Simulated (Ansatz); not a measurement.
I need a comparison of functionals at one structure of SrCl₂, space group Fm-3m. Use Ansatz's Python interface. Use (first run): BLYP, PAW, the default cutoff (420 eV here), 5×5×5 k-points, fixed occupations. The script varies functional: blyp, rpbe, revpbe, pbe, pbesol.

```yaml
crystal:
  lattice:
    - [0.00000, 3.48835, 3.48835]
    - [3.48835, 0.00000, 3.48835]
    - [3.48835, 3.48835, 0.00000]
  atoms:
    - { symbol: Sr, position: [0.00000, 0.00000, 0.00000] }
    - { symbol: Cl, position: [0.25000, 0.25000, 0.25000] }
    - { symbol: Cl, position: [0.75000, 0.75000, 0.75000] }
```

`srcl2_xc.py`
```python
import ansatz as az


def main() -> None:
    cell = (
        az.Lattice.fcc(6.9767)
        .space_group(225)
        .atom("Sr", [0.0, 0.0, 0.0])
        .atom("Cl", [0.25, 0.75, 0.75])
        .primitive()
    )

    calc = (
        cell.calculation()
        .pseudopotentials("paw")
        .kpoints(mesh=(5, 5, 5), shift=0.5)
        .occupations("fixed")
        .scf(max_iterations=80)
        .band_table()
    )

    rows = []
    for value in ["blyp", "rpbe", "revpbe", "pbe", "pbesol"]:
        data = calc.functional(value).run(threads=1, pin="off").report
        rows.append((value, data["free_energy_ev"] / len(data["lattice"]["sites"]), data["n_iterations"], data["gap_by_band_count_ev"], data["n_kpoints"]))

    print("  functional   F/atom (eV)    iterations  gap by band count (eV)      k-points")
    for row in rows:
        print(f"{str(row[0]):>12s}  {row[1]:12.5f}  {row[2]:12d}  {row[3]:22.3f}  {row[4]:12d}")


if __name__ == "__main__":
    main()
```

```console
$ python srcl2_xc.py
DeckWarning: basis.ecutwfc = 420 eV, auto-derived from the records' recommended cutoffs: set by Sr (normal level)
DeckWarning: crystal.symmetry: narrowed to the stabiliser of the k-point mesh — unitary ops 48 → 12; excluded 36 operations that carry a point of the 5×5×5 mesh (shift [0.5, 0.5, 0.5]) off the mesh [...]
  functional   F/atom (eV)    iterations  gap by band count (eV)      k-points
        blyp   -1911.18469             6                   5.683            19
        rpbe   -1908.30773             6                   5.944            19
      revpbe   -1906.95948             6                   5.912            19
         pbe   -1903.57494             6                   5.659            19
      pbesol   -1873.78637             6                   5.466            19
```
(Warnings from the package without file and line, shortened.)

Caveats:
- Semilocal gaps usually lie well under measured ones.
- This mesh misses the zone centre, where many direct gaps lie, so the gap can be several times too large.
- The starting cell is as deposited in a crystallographic database; the results hold for this polymorph, which needn't be the stable one.
- Gaps and levels are Kohn-Sham values on a finite set of k-points, without spin-orbit coupling.
- Total energies of different functionals can't be compared; pressures, moments and gaps at this one structure can.
- Finished in 9.3 s on 1 thread of Arm Neoverse V1, on a shared host, peak memory 0.36 GiB.

(Lines on the test bed's own set-up are left out of the output.)
